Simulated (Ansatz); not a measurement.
# Li2Se: how well frozen cores do

Does the method matter for Li2Se? The same cell, functional and mesh are run with LAPW, all electrons, PAW with frozen cores and all-electron PAW on datasets made for the crystal.

Computed with Ansatz 0.2.0 (DFT PBE, scalar-relativistic, unless a step's input says otherwise).

### 1 The structure to begin with

Symmetry: Fm-3m, No. 225, cubic system. The conventional cell has a = 6.005 Å, b = 6.005 Å, c = 6.005 Å, α = 90.00°, β = 90.00°, γ = 90.00°. Li (site symmetry -43m) has 4 Se at 2.60 Å as nearest neighbours. Se (site symmetry m-3m) has 8 Li at 2.60 Å as nearest neighbours.

Coordinates:

```xyz
3
Lattice="0.0000 3.0025 3.0025 3.0025 0.0000 3.0025 3.0025 3.0025 0.0000" Properties=species:S:1:pos:R:3 pbc="T T T"
Li    1.5012    1.5012    1.5012
Li    4.5038    4.5038    4.5038
Se    0.0000    0.0000    0.0000
```

Structure: COD 1011373, as refined from experiment and not relaxed.

Atoms are numbered in the order of the input: Li1, Li2, Se3.

### 2 LAPW, all electrons

File input.yaml:

```yaml
crystal:
  lattice:
    - [0.0, 3.0025, 3.0025]
    - [3.0025, 0.0, 3.0025]
    - [3.0025, 3.0025, 0.0]
  atoms:
    - { symbol: Li, position: [0.25, 0.25, 0.25] }
    - { symbol: Li, position: [0.75, 0.75, 0.75] }
    - { symbol: Se, position: [0.0, 0.0, 0.0] }
kpoints:
  mp_grid: { grid: [8, 8, 8] }
  band_path:
    path:
      - [0.0, 0.0, 0.0]
      - [0.5, 0.0, 0.5]
      - [0.625, 0.25, 0.625]
      - [0.375, 0.375, 0.75]
      - [0.0, 0.0, 0.0]
      - [0.5, 0.5, 0.5]
      - [0.5, 0.25, 0.75]
      - [0.5, 0.0, 0.5]
    npoints: 8
scf:
  occupations: { method: fermi_dirac, width: 0.02 }
hamiltonian:
  xc: pbe
  pseudopotentials: { kind: all_electron, lapw: { basis_error: 0.0005 } }
output:
  forces: true
  stress: true
  eigenvalues: true
  fatbands: true
  populations: true
  dos: { projected: true, de: 0.2, e_range: [-14, 8] }
```

### 3 PAW with frozen cores

Edit input.yaml of step 2 so:

```diff
@@ -26,3 +26,3 @@
   xc: pbe
-  pseudopotentials: { kind: all_electron, lapw: { basis_error: 0.0005 } }
+  pseudopotentials: { kind: paw }
 output:
@@ -31,4 +31,5 @@
   eigenvalues: true
-  fatbands: true
+  efg: { contact_densities: true }
   populations: true
+  bader: true
   dos: { projected: true, de: 0.2, e_range: [-14, 8] }
```

### 4 All-electron PAW on datasets made for the crystal

Edit input.yaml of step 3 so:

```diff
@@ -26,3 +26,3 @@
   xc: pbe
-  pseudopotentials: { kind: paw }
+  pseudopotentials: { kind: all_electron, datasets: crystal }
 output:
@@ -32,4 +32 @@
   efg: { contact_densities: true }
-  populations: true
-  bader: true
-  dos: { projected: true, de: 0.2, e_range: [-14, 8] }
```

(Steps that only read results are left out.)

**Question.** What will these runs give? Wanted: pressure; gap; Bader charges.

As calculated:

| quantity | value |
| --- | --- |
| pressure | LAPW 0.03, PAW 0.02, crystal datasets 0.02 GPa |
| gap (LAPW) | 2.98 eV, indirect from Γ to X |
| Bader charges (PAW) | Li1 +0.86, Se3 -1.72 e |

What this shows: The pressure is within half a GPa of zero, so the volume is close to equilibrium at this level. A gap opens: 2.98 eV, indirect from Γ to X. It is the Kohn-Sham gap of a semilocal functional, which mostly lies below the gap found in experiment. The top eV of the valence band is mostly Se 4p (98 % of the projected weight). The projection holds only the free atom's occupied shells (Li 2s, Se 4s, Se 4p in this range). PAW lies less than 0.01 GPa from LAPW in pressure and less than 0.01 eV in the gap.
